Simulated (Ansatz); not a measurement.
How fast does S move in WS2?

The calculation used DFT PBE, scalar-relativistic, plane waves, PAW (Ansatz). Run with 420 eV cutoff, 3×3×3 k-mesh, Gaussian smearing of 0.02 eV, no spin polarisation.

Host crystal, relaxed:

```
W S
1.0
     1.59387    0.92022    7.47444
    -1.59387    0.92022    7.47444
     0.00000   -1.84045    7.47444
W S
1 2
Direct
  0.00068 0.00068 0.00068
  0.40407 0.40407 0.40407
  0.26395 0.26395 0.26395
```

In a supercell of 12 host sites, interstitial S hops to an equivalent place, moving 3.17 Å. Climbing-image nudged elastic band at fixed cell; the order of the saddle wasn't checked, and the small cell leaves errors of about a tenth of an eV.

Spin-orbit coupling is left out, which matters for the bands and energies of heavy elements.

| image | path (Å) | E − E(0) (eV) |
| --- | --- | --- |
| 0 | 0.00 | 0.000 |
| 1 | 0.48 | 0.083 |
| 2 | 0.96 | 0.378 |
| 3 | 1.69 | 0.046 |
| 4 | 2.41 | 0.104 |
| 5 | 3.13 | 0.217 |
| 6 | 3.86 | 0.000 |

What are the barriers forward and back, and what attempt frequency does the shape suggest?

Forward 0.38 eV, back 0.38 eV, the ends being level. For a sinusoidal profile E_b sin²(πx/l), with the S atom alone moving, ν = (1/l)√(E_b/2m) = 2.4×10¹² s⁻¹, within an order of magnitude of the customary 10¹³ s⁻¹; a true prefactor needs the vibrations at the minimum and at the saddle.

With ν = 10¹³ s⁻¹, give the forward jump rate along this one path, the wait 1/k for that jump, the diffusivity D ≈ l²k and the distance √(Dt) covered in an hour at 300, 600 and 1000 K, taking the host as solid throughout.

k = ν exp(−E_b/k_BT):
```csv
T (K),k (1/s),wait (s),D (cm²/s),√(Dt) in 1 h (nm)
300,4.5×10⁶,2.2×10⁻⁷,4.5×10⁻⁹,4.0×10⁴
600,6.7×10⁹,1.5×10⁻¹⁰,6.8×10⁻⁶,1.6×10⁶
1000,1.2×10¹¹,8.0×10⁻¹²,1.3×10⁻⁴,6.7×10⁶
```

D = l²k holds for six equivalent jumps in three dimensions (z l²k/6) and is a scale otherwise. Long-range transport needs a connected net of such jumps, and traps slow it. D is that of an interstitial already there; self-diffusion in the crystal is slower by the defects' share of the sites. An error of 0.1 eV in the barrier changes k by a factor of 48 at 300 K and 3.2 at 1000 K.

Cost: 1 run of about 29 core-minutes, on Arm Neoverse V1 (shared hosts).